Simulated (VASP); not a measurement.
# CO2 (Cmce) in VASP: a series of runs

One crystal, CO2, is run at these levels: PBEsol, PBE+D3(BJ); tasks: G0W0 quasiparticle levels, chemical shielding, equation of state.

Everything below comes from runs of VASP 6.6.1. Logs are shortened: lines on timing, memory, paths and dates and some standing lists are left out, and cuts for length are marked.

## Step 1: The crystal as given

The structure is orthorhombic, space group Cmce (No. 64). Conventional cell: a = 5.272 Å, b = 4.775 Å, c = 6.587 Å, α = 90.00°, β = 90.00°, γ = 90.00°. O (site symmetry m) is surrounded by 1 C at 1.17 Å. C (site symmetry 2/m) is surrounded by 2 O at 1.17 Å.

The cell comes from a database or a generator and needn't be the stable form of this composition.

## Step 2: G0W0 quasiparticle levels, PBEsol

The input, POSCAR:

```
CO2
1.0
    2.6359112300     -2.3873781200      0.0000000000
    2.6359112300      2.3873781200      0.0000000000
    0.0000000000      0.0000000000      6.5871749100
O C
4 2
Direct
    0.3065085700      0.6934914300      0.6081566100
    0.6934914300      0.3065085700      0.3918433900
    0.1934914300      0.8065085700      0.1081566100
    0.8065085700      0.1934914300      0.8918433900
    0.5000000000      0.5000000000      0.5000000000
    0.0000000000      0.0000000000      0.0000000000
```

The input, INCAR.step1:

```
PREC = Accurate
ENCUT = 500
EDIFF = 1E-8
ISMEAR = 0
SIGMA = 0.01
LREAL = False
LASPH = True
NELM = 100
ALGO = Fast
LWAVE = True
LCHARG = False
GGA = PS
KPAR = 4
```

The input, INCAR.step2:

```
PREC = Accurate
ENCUT = 500
EDIFF = 1E-8
ISMEAR = 0
SIGMA = 0.01
LREAL = False
LASPH = True
NELM = 1
ALGO = Exact
LWAVE = True
LCHARG = False
GGA = PS
NBANDS = 361
LOPTICS = True
ISTART = 1
KPAR = 4
```

The input, INCAR.step3:

```
PREC = Accurate
ENCUT = 500
EDIFF = 1E-8
ISMEAR = 0
SIGMA = 0.01
LREAL = False
LASPH = True
ALGO = EVGW0
LWAVE = False
LCHARG = False
GGA = PS
NELMGW = 1
NBANDS = 361
ENCUTGW = 150
NOMEGA = 50
PRECFOCK = Fast
ISTART = 1
NBANDSGW = 24
KPAR = 4
```

The input, KPOINTS:

```
Automatic mesh
0
Gamma
  4 4 2
```

Potentials or basis: VASP PAW PBE potentials, release 64 (O_GW, C_GW).

Started as:

```bash
cat potpaw_PBE.64/O_GW/POTCAR potpaw_PBE.64/C_GW/POTCAR > POTCAR
cp INCAR.step1 INCAR
mpirun -np 4 vasp_std > vasp.out
cp INCAR.step2 INCAR
mpirun -np 4 vasp_std > vasp.out
cp INCAR.step3 INCAR
mpirun -np 4 vasp_std > vasp.out
```

OUTCAR:

```text
PREC = Accurate
   ENCUT = 500
   EDIFF = 1E-8
   ISMEAR = 0
   LREAL = False
   LASPH = True
   GGA = PS
   NELMGW = 1
   ENCUTGW = 150
   PRECFOCK = Fast
   ISTART = 1

 ion  position               nearest neighbor table
   1  0.307  0.693  0.608-   5 1.17
   2  0.693  0.307  0.392-   5 1.17
   3  0.193  0.807  0.108-   6 1.17
   4  0.807  0.193  0.892-   6 1.17
   5  0.500  0.500  0.500-   1 1.17   2 1.17
   6  0.000  0.000  0.000-   3 1.17   4 1.17

  LATTYP: Found a base centered orthorhombic cell.
 ALAT       =     4.7747562400
 B/A-ratio  =     1.1041029521
 C/A-ratio  =     1.3795834968

  Lattice vectors:

 A1 = (  -2.6359112300,  -2.3873781200,   0.0000000000)
 A2 = (   2.6359112300,  -2.3873781200,   0.0000000000)
 A3 = (   0.0000000000,   0.0000000000,   6.5871749100)

Analysis of symmetry for initial positions (statically):
=====================================================================
 Subroutine PRICEL returns:
 Original cell was already a primitive cell.

 Routine SETGRP: Setting up the symmetry group for a
 base centered orthorhombic supercell.

 Subroutine GETGRP returns: Found  8 space group operations
 (whereof  4 operations were pure point group operations)
 out of a pool of  8 trial point group operations.

The static configuration has the point symmetry C_2h.
 The point group associated with its full space group is D_2h.

Analysis of symmetry for dynamics (positions and initial velocities):
=====================================================================
 Subroutine PRICEL returns:
 Original cell was already a primitive cell.

 Routine SETGRP: Setting up the symmetry group for a
 base centered orthorhombic supercell.

 Subroutine GETGRP returns: Found  8 space group operations
 (whereof  4 operations were pure point group operations)
 out of a pool of  8 trial point group operations.

The dynamic configuration has the point symmetry C_2h.
 The point group associated with its full space group is D_2h.

 Subroutine INISYM returns: Found  8 space group operations
 (whereof  4 operations are pure point group operations),
 and found     1 'primitive' translations

----------------------------------------------------------------------------------------

                                     Primitive cell

  volume of cell :      82.9051

  direct lattice vectors                    reciprocal lattice vectors
     2.635911230 -2.387378120  0.000000000     0.189687723 -0.209434775  0.000000000
     2.635911230  2.387378120  0.000000000     0.189687723  0.209434775  0.000000000
     0.000000000  0.000000000  6.587174910     0.000000000  0.000000000  0.151810148

  length of vectors
     3.556346763  3.556346763  6.587174910     0.282567439  0.282567439  0.151810148

  position of ions in fractional coordinates (direct lattice)
     0.306508570  0.693491430  0.608156610
     0.693491430  0.306508570  0.391843390
     0.193491430  0.806508570  0.108156610
     0.806508570  0.193491430  0.891843390
     0.500000000  0.500000000  0.500000000
     0.000000000  0.000000000  0.000000000

  ion indices of the primitive-cell ions
   primitive index   ion index
                 1           1
                 2           2
                 3           3
                 4           4
                 5           5
                 6           6

----------------------------------------------------------------------------------------

 KPOINTS: Automatic mesh

Automatic generation of k-mesh.
 Grid dimensions read from file:
 generate k-points for:    4    4    2

 Generating k-lattice:

  Cartesian coordinates                     Fractional coordinates (reciprocal lattice)
     0.047421931 -0.052358694  0.000000000     0.250000000  0.000000000  0.000000000
     0.047421931  0.052358694  0.000000000     0.000000000  0.250000000  0.000000000
     0.000000000  0.000000000  0.075905074     0.000000000  0.000000000  0.500000000

  Length of vectors
     0.070641860  0.070641860  0.075905074

  Shift w.r.t. Gamma in fractional coordinates (k-lattice)
     0.000000000  0.000000000  0.000000000

 Subroutine IBZKPT returns following result:
 ===========================================

 Found     14 irreducible k-points:

 Following reciprocal coordinates:
            Coordinates               Weight
  0.000000  0.000000  0.000000      1.000000
  0.250000  0.000000  0.000000      4.000000
  0.500000  0.000000  0.000000      2.000000
  0.250000  0.250000  0.000000      2.000000
  0.500000  0.250000  0.000000      4.000000
 -0.250000  0.250000  0.000000      2.000000
  0.500000  0.500000  0.000000      1.000000
  0.000000  0.000000  0.500000      1.000000
  0.250000  0.000000  0.500000      4.000000
  0.500000  0.000000  0.500000      2.000000
  0.250000  0.250000  0.500000      2.000000
  0.500000  0.250000  0.500000      4.000000
 -0.250000  0.250000  0.500000      2.000000
  0.500000  0.500000  0.500000      1.000000
   k-points           NKPTS =     14   k-points in BZ     NKDIM =     32   number of bands    NBANDS=    361
   number of dos      NEDOS =    301   number of ions     NIONS =      6
   total plane-waves  NPLWV =  37632
   dimension x,y,z NGX =    28 NGY =   28 NGZ =   48
   dimension x,y,z NGXF=    56 NGYF=   56 NGZF=   96
   ions per type =               4   2
   NGX,Y,Z   is equivalent  to a cutoff of  13.09, 13.09, 12.11 a.u.
   NGXF,Y,Z  is equivalent  to a cutoff of  26.18, 26.18, 24.23 a.u.
 SYSTEM =  unknown system
   PREC   = accura    normal or accurate (medium, high low for compatibility)
   ISTART =      1    job   : 0-new  1-cont  2-samecut
   ICHARG =      0    charge: 1-file 2-atom 10-const
   ISPIN  =      1    spin polarized calculation?
   LNONCOLLINEAR =      F non collinear calculations
   LSORBIT =      F    spin-orbit coupling
   LASPH  =      T    aspherical Exc in radial PAW
   ENCUT  =  500.0 eV  36.75 Ry    6.06 a.u.   6.48  6.48 12.01*2*pi/ulx,y,z
   NELM   =     60;   NELMIN=  2; NELMDL=  0     # of ELM steps
   EDIFF  = 0.1E-07   stopping-criterion for ELM
   LREAL  =      F    real-space projection
   EDIFFG = 0.1E-06   stopping-criterion for IOM
   NSW    =      0    number of steps for IOM
   IBRION =     -1    ionic relax: 0-MD 1-quasi-New 2-CG
   NFREE  =      0    steps in history (QN), initial steepest desc. (CG)
   ISIF   =      0    stress and relaxation
   ISYM   =      3    0-nonsym 1-usesym 2-fastsym
   POTIM  = 0.5000    time-step for ionic-motion
   TEBEG  =    0.0;   TEEND  =   0.0 temperature during run
   PSTRESS=    0.0 pullay stress
   NELECT =      32.0000    total number of electrons
   NUPDOWN=      -1.0000    fix difference up-down
   EMIN   =  10.00;   EMAX   =-10.00  energy-range for DOS
   EFERMI =   0.00;   METHOD = LEGACY
   ISMEAR =     0;   SIGMA  =   0.01  broadening in eV -4-tet -1-fermi 0-gaus
   EFERMI_NEDOS =   21; number of points for ismear=-14 and -15
   IALGO  =     38    algorithm
   IMIX   =      4    mixing-type and parameters
     AMIX     =   0.40;   BMIX     =  1.00
     AMIX_MAG =   1.60;   BMIX_MAG =  1.00
  volume/ion in A,a.u.               =      13.82        93.25
  Fermi-wavevector in a.u.,A,eV,Ry     =   1.191968  2.252492 19.330976  1.420787
  Thomas-Fermi vector in A             =   2.328017
   LORBIT       =      0    0 simple, 1 ext, 2 COOP (PROOUT), +10 PAW based schemes
   GGA     = PS    functional components
   LHFCALC =     T    Hartree Fock is set to
   PRECFOCK=fast      Normal, Fast or Accurate (Low or Medium for compatibility)
   ENCUT4O =  -1.0   cutoff for four orbital integrals eV
   NKREDX  =     1    reduce k-point grid by
   NKREDY  =     1    reduce k-point grid by
   NKREDZ  =     1    reduce k-point grid by
   AEXX    =    1.0000 exact exchange contribution
   HFSCREEN=    0.0000 screening length (either q_TF or 0.3 A-1)
   HFSCREENC=   0.0000 screening length for correlation (either q_TF or 0.3 A-1)
   ENCUTFOCK=  -1.0 apply spherical cutoff to Coloumb kernel
   IVDW    =     0    specifies the selected vdW correction
   LEPSILON=     F    determine dielectric tensor
   LRPA    =     F    only Hartree local field effects (RPA)
   LRPAFORCE           =     F    calculate RPA forces
   ENCUTGW             = 150.0    cutoff for response function in eV
   ENCUTGWSOFT         = 120.0    soft cutoff for Coulomb kernel in GW response function in eV
   ENCUTLF             =  -1.0    cutoff for local field effects
   NELMGW              =     1    number of iterations in solving QP/BSE equation
   NELMHF              =     1    number of iterations in the inner HF iteration
   NKREDLFX            =     1    NKREDLFY  =   1   NKREDLFZ  =   1
 non-spin polarized calculation
 Gauss-broadening in eV      SIGMA  =   0.01
  energy-cutoff  :      500.00
  volume of cell :       82.91
 maximum number of plane-waves:      2129
 NGX is ok and might be reduce to    28
  NGX = 14; NGY = 14; NGZ = 28
   NGX = 13   NGY = 13   NGZ = 25
 maximum number of plane-waves:       357

 QP shifts <psi_nk| G(iteration)W_0 |psi_nk>: iteration 1
 for sc-GW calculations column KS-energies equals QP-energies in previous step
 and V_xc(KS)=  KS-energies - (<T + V_ion + V_H > + <T+V_H+V_ion>^1  + <V_x>^1)

 k-point   1 :       0.0000    0.0000    0.0000
  band No.  KS-energies  QP-energies   sigma(KS)   V_xc(KS)     V^pw_x(r,r')   Z            occupation Imag(sigma)

      1     -23.9288     -28.0714     -24.6390     -19.4178     -31.5857       0.7934       2.0000       1.8584
      2     -23.7586     -28.0906     -24.8373     -19.6247     -31.7190       0.8311       2.0000       1.8412
      3     -22.7436     -26.6072     -25.5619     -20.6824     -32.3360       0.7918       2.0000       1.6024
      4     -22.6629     -26.4975     -25.6560     -20.7934     -32.4017       0.7886       2.0000       1.5776
      5      -8.3456     -11.0083     -22.0637     -18.6265     -26.5118       0.7746       2.0000       0.1159
      6      -8.2682     -10.9022     -22.3235     -18.9127     -26.8361       0.7723       2.0000       0.1164
[... 16 lines left out ...]
     23       9.8832      11.2500      -7.2915      -8.8793      -3.8572       0.8609       0.0000      -0.0718
     24      12.6756      13.8917      -5.6656      -7.0581      -2.3133       0.8733       0.0000      -0.0812

 k-point   2 :       0.2500    0.0000    0.0000
  band No.  KS-energies  QP-energies   sigma(KS)   V_xc(KS)     V^pw_x(r,r')   Z            occupation Imag(sigma)

      1     -23.8473     -28.0453     -24.7269     -19.5128     -31.6524       0.8051       2.0000       1.8466
      2     -23.7227     -28.0315     -24.8744     -19.6677     -31.7532       0.8275       2.0000       1.8379
      3     -22.7572     -26.6404     -25.5532     -20.6720     -32.3273       0.7955       2.0000       1.6041
      4     -22.7040     -26.5404     -25.6129     -20.7426     -32.3678       0.7877       2.0000       1.5859
      5      -8.6049     -11.2631     -21.1190     -17.6696     -25.3512       0.7706       2.0000       0.1263
      6      -8.3269     -10.9622     -22.1827     -18.7687     -26.6740       0.7719       2.0000       0.1176
[... 16 lines left out ...]
     23       9.9367      11.2509      -7.0099      -8.5301      -3.6599       0.8645       0.0000      -0.0688
     24      11.2955      12.6017      -6.5913      -8.1034      -3.1953       0.8638       0.0000      -0.0748

 k-point   3 :       0.5000    0.0000    0.0000
  band No.  KS-energies  QP-energies   sigma(KS)   V_xc(KS)     V^pw_x(r,r')   Z            occupation Imag(sigma)

      1     -23.7219     -28.0023     -24.8695     -19.6664     -31.7591       0.8227       2.0000       1.8356
      2     -23.7219     -28.0023     -24.8695     -19.6664     -31.7591       0.8227       2.0000       1.8356
      3     -22.7619     -26.6455     -25.5514     -20.6695     -32.3204       0.7955       2.0000       1.6004
      4     -22.7619     -26.6455     -25.5514     -20.6695     -32.3204       0.7955       2.0000       1.6004
      5      -8.5762     -11.2176     -21.2167     -17.7807     -25.4876       0.7688       2.0000       0.1275
      6      -8.5762     -11.2176     -21.2167     -17.7807     -25.4876       0.7688       2.0000       0.1275
[... 274 lines left out ...]
      1     -23.7280     -28.0153     -24.8624     -19.6588     -31.7520       0.8239       2.0000       1.8350
      2     -23.7280     -28.0153     -24.8624     -19.6588     -31.7520       0.8239       2.0000       1.8350
      3     -22.7556     -26.6459     -25.5604     -20.6791     -32.3290       0.7970       2.0000       1.6008
      4     -22.7556     -26.6459     -25.5604     -20.6791     -32.3290       0.7970       2.0000       1.6008
      5      -8.4039     -11.0517     -21.9237     -18.4952     -26.3524       0.7723       2.0000       0.1178
      6      -8.4039     -11.0517     -21.9237     -18.4952     -26.3524       0.7723       2.0000       0.1178
[... 16 lines left out ...]
     23      10.9713      12.8316      -8.6588     -10.8446      -5.0053       0.8510       0.0000      -0.0864
     24      10.9713      12.8316      -8.6588     -10.8446      -5.0053       0.8510       0.0000      -0.0864

 k-point  14 :       0.5000    0.5000    0.5000
  band No.  KS-energies  QP-energies   sigma(KS)   V_xc(KS)     V^pw_x(r,r')   Z            occupation Imag(sigma)

      1     -23.6290     -27.8818     -24.9668     -19.7749     -31.8436       0.8191       2.0000       1.8312
      2     -23.6290     -27.8818     -24.9668     -19.7749     -31.8436       0.8191       2.0000       1.8312
      3     -22.7861     -26.6802     -25.5435     -20.6568     -32.3073       0.7969       2.0000       1.5978
      4     -22.7861     -26.6802     -25.5435     -20.6568     -32.3073       0.7969       2.0000       1.5978
      5      -8.6810     -11.3522     -21.5694     -18.1002     -25.9979       0.7700       2.0000       0.1229
      6      -8.6810     -11.3522     -21.5694     -18.1002     -25.9979       0.7700       2.0000       0.1229
[... 16 lines left out ...]
     23      10.5074      11.8806      -7.0606      -8.6505      -3.7933       0.8637       0.0000      -0.0699
     24      10.5074      11.8806      -7.0606      -8.6505      -3.7933       0.8637       0.0000      -0.0699
```

Wall time 4.3 min (4 MPI ranks of Intel Xeon Platinum 8488C (Sapphire Rapids), shared host); peak memory 1.6 GiB.

What came out:

* Band gap on the k mesh, mean-field level: 6.54 eV, indirect (least direct gap 7.10 eV)
* Quasiparticle gap: 10.27 eV
* Least direct quasiparticle gap: 10.98 eV

Caveat: the k mesh is coarse (spacing up to 0.48 Å⁻¹), so the values aren't converged; bands, screening cutoff and mesh are small and nothing is extrapolated, so the quasiparticle values aren't converged; the standard files for N, O and F lose accuracy on very short bonds.

(Continued in part 2 of 2.)
